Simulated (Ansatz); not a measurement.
Here is an Ansatz 0.2.0 calculation.

input.yaml

```yaml
crystal:
  lattice:
    - [1.990968, -2.15355, 0.0]
    - [1.990968, 2.15355, 0.0]
    - [0.0, 0.0, 5.155928]
  atoms:
    - { symbol: Cu, position: [0.5, 0.0, 0.0] }
    - { symbol: Cu, position: [0.0, 0.5, 0.5] }
    - { symbol: O, position: [0.5, 0.5, 0.25] }
    - { symbol: O, position: [0.5, 0.5, 0.75] }
hamiltonian:
  xc: pbesol
  pseudopotentials: { kind: paw }
  hubbard: { sites: [{ species: Cu, l: d, u_eff: 6.0 }] }
kpoints:
  mp_grid: { grid: [9, 9, 5] }
scf:
  occupations: { method: fermi_dirac, width: 0.05 }
output:
  forces: true
  stress: true
  eigenvalues: true
relax:
  f_tol: 0.01
  max_steps: 40
  cell: { stress_tol: 0.05 }
```

Potentials or basis: Ansatz PAW.

Launch:

```bash
$ ansatz run input.yaml --threads 2 --pin off --max-ram 5632MiB --backend cpu --events-out ev --progress --plain --runs-dir out
```

(1) Estimate the relaxed volume.

(2) Predict the band gap on the k mesh.

(3) Predict the space group after relaxing (to 0.05 Å).

(4) Predict the relaxed cell.

## Answers

(1) 10.89 Å³/atom.

(2) none (metal or under the smearing width).

(3) Cccm (No. 66).

(4) a = 2.916 Å, b = 2.916 Å, c = 5.122 Å, α = 90.00°, β = 90.00°, γ = 90.71°.

Caveat: the pressure holds a Pulay correction of +0.7 GPa for the finite cutoff; the run has no spin polarisation, though such a crystal can be magnetic; U without spin polarisation on a metal has little footing; the PAW data sets come from PBE, with cores solved anew for the run's functional, which leaves a small shift of forces and pressure.
